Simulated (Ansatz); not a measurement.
The system is MnS.

```
CELL_PARAMETERS angstrom
0.00000 2.60450 2.60450
2.60450 0.00000 2.60450
2.60450 2.60450 0.00000
ATOMIC_POSITIONS crystal
Mn 0.00000 0.00000 0.00000
S 0.50000 0.50000 0.50000
```

Base run:

```yaml
Program: Ansatz 0.2.0
Functional: PBEsol
Potentials_or_basis: all-electron LAPW, scalar-relativistic
Cutoff: 217 eV (chosen from the basis error)
Basis_error_allowed: 0.001 eV/atom
k_mesh: 9 × 9 × 9
Occupations: fermi-dirac, width 0.05 eV
Spin: collinear spin, ferromagnetic start
Starting_moments: "[4.0, 0.0] μB"
```

Its results: pressure -7.3 GPa; net moment 4.69 μB per cell; site moments Mn +4.41; S +0.14 μB.

The run is repeated on the same cell with these changes: functional from PBEsol to PBE. What comes out?

Pressure -2.9 GPa; net moment 4.71 μB per cell; site moments Mn +4.43; S +0.15 μB.

PBE binds less tightly than PBEsol, so the same cell stands under more pressure.

Caveats: a cell with one magnetic atom can't hold antiferromagnetic order, which such compounds often take.
